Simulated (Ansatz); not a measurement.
# CdI2: gradients before and after relaxing the atoms

Start: a computed structure from the Materials Project (it need not be an observed phase).

```
Cd I
1.0
     4.28870    0.00000    0.00000
    -2.14435    3.71413    0.00000
     0.00000    0.00000   21.84685
Cd I
3 6
Direct
  0.66667 0.33333 0.33312
  0.33333 0.66667 0.66688
  0.00000 0.00000 0.00000
  0.33333 0.66667 0.07887
  0.33333 0.66667 0.41170
  0.66667 0.33333 0.92113
  0.66667 0.33333 0.58830
  0.00000 0.00000 0.25440
  0.00000 0.00000 0.74560
```

Atom numbers follow the list; atoms alike are taken as one site, whose name carries the number of the first.

Method: Kohn–Sham DFT in Ansatz, r2SCAN, plane waves and PAW, scalar-relativistic, 500 eV cutoff, Γ-centred 8×8×2 k-points, Fermi–Dirac smearing 0.01 eV.

The largest force at the start is 0.034 eV/Å. Relaxing the ions at fixed cell moves them by 0.007 Å at most (atom 4, I) and 0.004 Å rms.

| site | atom | moved (Å) | first shell before | first shell after | V_zz before (10²¹ V/m²) | η before |
| --- | --- | --- | --- | --- | --- | --- |
| Cd1 | 1 | 0.001 | 6 I at 3.01 Å | 6 I at 3.01 Å | 0.16 | 0.00 |
| Cd3 | 3 | 0.000 | 6 I at 3.02 Å | 6 I at 3.01 Å | 0.11 | 0.00 |
| I4 | 4 | 0.007 | 3 Cd at 3.02 Å | 3 Cd at 3.01 Å | -5.65 | 0.00 |
| I5 | 5 | 0.000 | 3 Cd at 3.01 Å | 3 Cd at 3.01 Å | -5.91 | 0.00 |
| I8 | 8 | 0.004 | 3 Cd at 3.01 Å | 3 Cd at 3.01 Å | -5.73 | 0.00 |

Task: What are V_zz and η after the relaxation?

Result: 

```csv
site,atom,V_zz after,η after,change of V_zz
Cd1,1,0.18,0.00,+0.02
Cd3,3,0.18,0.00,+0.07
I4,4,-6.03,0.00,-0.38
I5,5,-5.97,0.00,-0.06
I8,8,-5.88,0.00,-0.15
```

The largest change of V_zz is on I4, from -5.65 to -6.03. In per cent, |V_zz| changes by +1 to +7 on I (all sites that start above 0.5).

Without spin–orbit coupling the gradients at and beside I can be off by some per cent, at some sites by more. With these PAW files V_zz is typically within 2 to 3 % of all-electron values, but misses above 10 % occur on I.
